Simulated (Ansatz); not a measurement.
## Strain response of Ru

Theory: Ansatz, DFT PBE, scalar-relativistic, plane waves, PAW. Run with 420 eV cutoff, 24×24×12 k-mesh, Gaussian smearing of 0.10 eV, no spin polarisation.

Reference structure (relaxed):

```xyz
2
Lattice="2.7200 0.0000 0.0000 -1.3600 2.3556 0.0000 0.0000 0.0000 4.2968" Properties=species:S:1:pos:R:3 pbc="T T T"
Ru    0.0000    1.5704    1.0742
Ru    1.3600    0.7852    3.2226
```

Deformation: biaxial strain in the a-b plane, with the length and tilt of c and the atoms relaxed, all within the symmetry that the strain leaves. Energies are extrapolated to zero smearing. On this cell's mesh the reference holds a stress of up to 0.54 GPa.

```csv
strain (%),ΔE (meV/atom),a (Å),b (Å),c (Å)
-3.0,58.1,2.638,2.638,4.366
-2.0,25.5,2.666,2.666,4.341
-1.0,6.6,2.693,2.693,4.317
+0.0,0.0,2.720,2.720,4.297
+1.0,4.5,2.747,2.747,4.270
+2.0,19.1,2.774,2.774,4.247
+3.0,42.6,2.802,2.802,4.224
```

Task: What stiffness (1/V) d²E/dε² at zero strain does a cubic fit over all points give?

Result: A cubic fit gives (1/V) d²E/dε² = 1303 GPa at zero strain (twice the biaxial modulus).

Task: How does the free axis c answer a small strain?

Result: Between the innermost points its strain is -0.55 times the applied one.